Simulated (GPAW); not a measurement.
A run of GPAW 26.7.0 is set up as follows.

Contents of run.py:

```python
from ase.dft.bandgap import bandgap
from ase.io import read, write
from ase.units import Bohr, GPa
from gpaw import GPAW, PW
from gpaw.elf import elf_from_dft_calculation

atoms = read('POSCAR')

calc = GPAW(mode=PW(800),
            xc='PBE',
            kpts={'size': (10, 10, 5), 'gamma': True},
            occupations={'name': 'methfessel-paxton', 'order': 0, 'width': 0.028000000000000004},
            nbands=18,
            convergence={'density': 1e-05, 'energy': 1e-05},
            maxiter=150,
            txt='gpaw.txt')
atoms.calc = calc
energy = atoms.get_potential_energy()
forces = atoms.get_forces()
stress = atoms.get_stress()
calc.write('gs.gpw')
write('result.traj', atoms)
print(f'Energy: {energy:.6f} eV')
print('Forces (eV/A):')
print(forces.round(4))
print('Stress (GPa):', (stress / GPa).round(3))
print('Fermi level:', round(calc.get_fermi_level(), 4), 'eV')
print(f'Gap: {bandgap(calc)[0]:.4f} eV, direct: {bandgap(calc, direct=True)[0]:.4f} eV')

# fields on the real-space grid
write('density.cube', atoms, data=calc.get_pseudo_density() * Bohr**3)
write('potential.cube', atoms, data=calc.get_electrostatic_potential())
write('elf.cube', atoms, data=elf_from_dft_calculation(calc).data)
```

Contents of POSCAR:

```
GaN
1.0
    3.1800000000      0.0000000000      0.0000000000
   -1.5900000000      2.7539607840      0.0000000000
    0.0000000000      0.0000000000      5.1660000000
Ga N
2 2
Direct
    0.6666666667      0.3333333333      0.5000000000
    0.3333333333      0.6666666667      0.0000000000
    0.6666666667      0.3333333333      0.8750000000
    0.3333333333      0.6666666667      0.3750000000
```

Potentials or basis: GPAW PAW data sets (gpaw-data 1.2.1), pw.

Launch:

```console
$ OMP_NUM_THREADS=1 python run.py
```

(1) Predict the largest force.

(2) Predict the band gap on the k mesh.

(3) Predict the pressure.

Answers

(1) 0.181 eV/Å.

(2) 2.09 eV, direct.

(3) 15.3 GPa.

Caveat: so large a pressure means that the cell lies far from this level's equilibrium, or that cutoff or potentials fall short.

**What was measured.**

“Studying electronic properties in GaN without electrical contacts using γ-γ vs e−-γ Perturbed Angular Correlations”, 2019, pmc:6823545 quotes, for a bulk crystal of GaN: band gap 3.503 ± 0.005 eV (direct).

Measured gap of GaN: 3.503 eV (direct; quoted in “Studying electronic properties in GaN without electrical contacts using γ-γ vs e−-γ Perturbed Angular Correlations”, 2019, pmc:6823545). This calculation gives 2.09 eV (-1.42 eV). Spin-orbit coupling on Ga is left out. The value is that of PBE, without temperature or zero-point motion. Semilocal functionals fall short of measured gaps as a rule.
